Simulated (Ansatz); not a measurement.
CsPbI3 (cubic perovskite)

```cif
data_CsI3Pb
_chemical_formula_sum 'Cs1 Pb1 I3'
_space_group_name_H-M_alt 'Pm-3m'
_space_group_IT_number 221
_space_group_name_Hall '-P 4 2 3'
_cell_length_a 6.39047
_cell_length_b 6.39047
_cell_length_c 6.39047
_cell_angle_alpha 90.000
_cell_angle_beta 90.000
_cell_angle_gamma 90.000
loop_
_atom_site_label
_atom_site_type_symbol
_atom_site_symmetry_multiplicity
_atom_site_Wyckoff_symbol
_atom_site_fract_x
_atom_site_fract_y
_atom_site_fract_z
_atom_site_occupancy
Cs1 Cs 1 a 0.00000 0.00000 0.00000 1
Pb1 Pb 1 b 0.50000 0.50000 0.50000 1
I1 I 3 c 0.00000 0.50000 0.50000 1
```

Two coordinates are scanned: the volume, and the ratio of the stretch along z (the conventional c axis) to the stretch across it. Atoms keep their fractional coordinates.

Method: PBE (plane waves to 420 eV, PAW, scalar-relativistic; Ansatz, an electronic-structure program). k mesh 5×5×5 (Γ-centred), Fermi-Dirac smearing 0.05 eV. Stress and pressure are positive under compression. CsPbI3 was relaxed with its symmetry unable to fall. Spin-orbit coupling is left out, though I and Pb are heavy. This is a high-temperature form of CsPbI3.

Changes of P (GPa) from the point V/V₀ = 1.000, (c/a)/(c/a)₀ = 1.000 when one coordinate moves alone (two changes are said to add if the coupling is within 5 % of the smaller one, nearly so within 20 %):

```tsv
point	change
V/V₀ = 1.000, (c/a)/(c/a)₀ = 0.880	0.634
V/V₀ = 1.000, (c/a)/(c/a)₀ = 0.940	0.142
V/V₀ = 0.920, (c/a)/(c/a)₀ = 1.000	1.488
V/V₀ = 0.960, (c/a)/(c/a)₀ = 1.000	0.660
V/V₀ = 1.040, (c/a)/(c/a)₀ = 1.000	-0.526
V/V₀ = 1.080, (c/a)/(c/a)₀ = 1.000	-0.944
V/V₀ = 1.000, (c/a)/(c/a)₀ = 1.060	0.118
V/V₀ = 1.000, (c/a)/(c/a)₀ = 1.120	0.436
```

Task: What is the change at V/V₀ = 0.960, (c/a)/(c/a)₀ = 1.060, where both move, and how far is it from the sum?

Result: The sum of the single changes is 0.660 + (0.118) = 0.778; the calculation gives 0.794, so the coupling contributes 0.016 (under 20 % of the smaller single change, nearly additive).

Task: Do the two effects add at V/V₀ = 0.960, (c/a)/(c/a)₀ = 0.880? Give the computed change.

Result: The sum of the single changes is 0.660 + (0.634) = 1.294; the calculation gives 1.378, so the coupling contributes 0.084 (under 20 % of the smaller single change, nearly additive).

Task: What is the change at V/V₀ = 1.080, (c/a)/(c/a)₀ = 1.060, where both move, and how far is it from the sum?

Result: The sum of the single changes is -0.944 + (0.118) = -0.826; the calculation gives -0.852, so the coupling contributes -0.026 (over 20 % of the smaller single change, not additive).

(A scan under strain: stresses follow from slopes of the energy per volume, elastic moduli from its curvatures.)
